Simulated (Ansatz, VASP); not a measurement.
**TiO2: VASP beside Ansatz**

```
Ti O
1.0
     0.00000    4.19722    4.19722
     4.19722    0.00000    4.19722
     4.19722    4.19722    0.00000
Ti O
2 4
Cartesian
  6.2958 6.2958 6.2958
  4.1972 4.1972 4.1972
  5.2465 5.2465 5.2465
  3.1479 3.1479 5.2465
  3.1479 5.2465 3.1479
  5.2465 3.1479 3.1479
```

The cell was built by a generator and needn't be a form met in nature.

Alike in both runs: task single point; functional PBE; k mesh 6 × 6 × 6; occupations gaussian, width 0.02 eV; no spin polarisation.

```csv
,VASP,Ansatz
version,VASP 6.6.1,Ansatz 0.2.0
potentials or method,"VASP PAW PBE potentials, release 64 (Ti_sv, O)","scalar-relativistic, plane waves, PAW"
plane-wave cutoff (eV),520,420
valence electrons in the cell,48,48
```

|  | VASP | Ansatz | Ansatz less VASP |
| --- | --- | --- | --- |
| gap on the k mesh at the Fermi level (eV) | 3.24 | 3.27 | +0.027 |
| least direct gap on the mesh (eV) | 3.25 | 3.27 | +0.027 |
| pressure (GPa) | 0.3 | 0.0 | -0.33 |

The functional is the same, so the differences come from potentials, cutoffs and numerics. Ansatz warned: «xc_potential_rough_in_thin_density».

A k mesh can miss the band edges. As with any semilocal functional, this PBE gap is likely too small.
